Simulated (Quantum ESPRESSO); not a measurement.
**CuO under changes of volume**

One of the cells (12.605 Å³/atom); the others are scaled copies at fixed shape and fractional positions:

```
Cu O
1.0
     0.00000    2.32725    2.32725
     2.32725    0.00000    2.32725
     2.32725    2.32725    0.00000
Cu O
1 1
Direct
  0.00000 0.00000 0.00000
  0.25000 0.25000 0.25000
```

Measurements of this composition are mostly on another form, of space group No. 15.

```yaml
Program: Quantum ESPRESSO 7.5
Functional: LDA
Potentials_or_basis: GBRV 1.5 LDA
Cutoff: 762 eV
Density_cutoff: 6095 eV
k_mesh: 10 × 10 × 10
Occupations: fermi-dirac, width 0.05 eV
Spin: no spin polarisation
```

```tsv
volume (Å³/atom)	energy over the lowest point (meV/atom)	pressure (GPa)
11.848	0.00	-14.8
12.100	24.44	-17.0
12.353	51.96	-18.7
12.605	82.19	-20.4
12.857	114.74	-21.7
13.109	149.33	-22.9
13.361	?	?
```

What does the run at 13.361 Å³/atom give?

Energy over the lowest point 185.64 meV/atom; pressure -23.9 GPa.

Worked out: A Birch-Murnaghan fit of order 3 (a polynomial in V^(-2/3)) to the other rows has no minimum within the range. It gives 185.74 meV/atom at 13.361 Å³/atom, against the run's 185.64, and -dE/dV = -23.7 GPa, against -23.9.

Energies are extrapolated to zero smearing.

Caveats: an odd number of electrons without spin polarisation forces a metal; a magnetic or distorted state may lie lower; the run has no spin polarisation, though such a crystal can be magnetic.
